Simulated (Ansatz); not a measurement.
**CuI (Marshite): properties at the relaxed cell**

The task here is to estimate one member of a computed series from the others.

The COD entry's cell or inner coordinates are ideal or old and differ from later refinements, so a difference from it is no clean test against experiment.

Method: DFT r2SCAN, scalar-relativistic, plane waves, PAW, in Ansatz 0.2.0.

1 further run of the same task is left out (set aside as unsound or not needed).

## The structure to begin with

The structure is cubic, space group F-43m (No. 216). Conventional cell: a = 6.023 Å, b = 6.023 Å, c = 6.023 Å, α = 90.00°, β = 90.00°, γ = 90.00°. Around Cu (site symmetry -43m) lie 4 I at 2.61 Å. Around I (site symmetry -43m) lie 4 Cu at 2.61 Å.

As a file:

```
Cu I
1.0
     0.00000    3.01173    3.01173
     3.01173    0.00000    3.01173
     3.01173    3.01173    0.00000
Cu I
1 1
Cartesian
  1.5059 1.5059 1.5059
  0.0000 0.0000 0.0000
```

It is the result of an earlier relaxation at this level (volume 27.32 Å³/atom; gap on the mesh: 1.67 eV).

Set-up of the first run:

Contents of input.yaml:

```yaml
crystal:
  lattice:
    - [0.0, 3.0117341517, 3.0117341517]
    - [3.0117341517, 0.0, 3.0117341517]
    - [3.0117341517, 3.0117341517, 0.0]
  atoms:
    - { symbol: Cu, position: [0.25, 0.25, 0.25] }
    - { symbol: I, position: [0.0, 0.0, 0.0] }
basis:
  ecutwfc: 500
kpoints:
  mp_grid: { grid: [8, 8, 8] }
  band_path:
    path:
      - [[0.0, 0.0, 0.0], [-0.5, -0.5, 0.0], [-0.375, -0.375, 0.25]]
      - [[-0.375, 0.0, 0.375], [0.0, 0.0, 0.0], [0.0, 0.0, 0.5], [-0.5, -0.25, 0.25], [-0.5, -0.5, 0.0]]
    npoints: 14
hamiltonian:
  xc: r2scan
scf:
  occupations: { method: gaussian, width: 0.02 }
  n_extra_bands: 6
output:
  forces: true
  stress: true
  eigenvalues: true
  populations: true
  dos: { projected: true, de: 0.02, nscf_kmesh: { grid: [12, 12, 12] } }
  bader: true
```

Started as:

```
ansatz run input.yaml --threads 2 --pin off --max-ram 5120MiB --backend cpu --events-out ev --progress --plain --runs-dir out
```

Steps of the session up to this table: Electronic structure at the relaxed geometry; Band edges anywhere in the zone; Levels beside the edges; The cell scaled to 0.97 of its volume; The cell scaled to 1.03 of its volume; Point at V/V0 = 0.94; Point at V/V0 = 1.06.

One of the session's tables, all rows but one given; the rest of the session is left out.

It belongs to the step «Equation of state». 

```
volume (Å³/atom)  energy above the lowest point (meV/atom)  pressure (GPa)  gap on the mesh (eV)
          25.679                                      15.1            3.16                  1.86
          26.499                                       3.5            1.43                  1.76
          27.318                                       0.0           -0.01                  1.67
          28.138                                         ?               ?                     ?
          28.957                                      12.0           -2.20                  1.50
```

**Question.** Estimate the row for volume (Å³/atom) = 28.138.

Worked estimate for «energy above the lowest point (meV/atom)». A straight line through the neighbours (27.318, 0.0) and (28.957, 12.0) gives 0.0 + (12.0 − 0.0) × (28.138 − 27.318) / (28.957 − 27.318) = 6.0; a parabola fitted to 3 rows on both sides gives 2.8.

As computed: energy above the lowest point (meV/atom): 3.2; pressure (GPa): -1.21; gap on the mesh (eV): 1.58. In «energy above the lowest point (meV/atom)» the line misses by +2.8 and the parabola by -0.4.
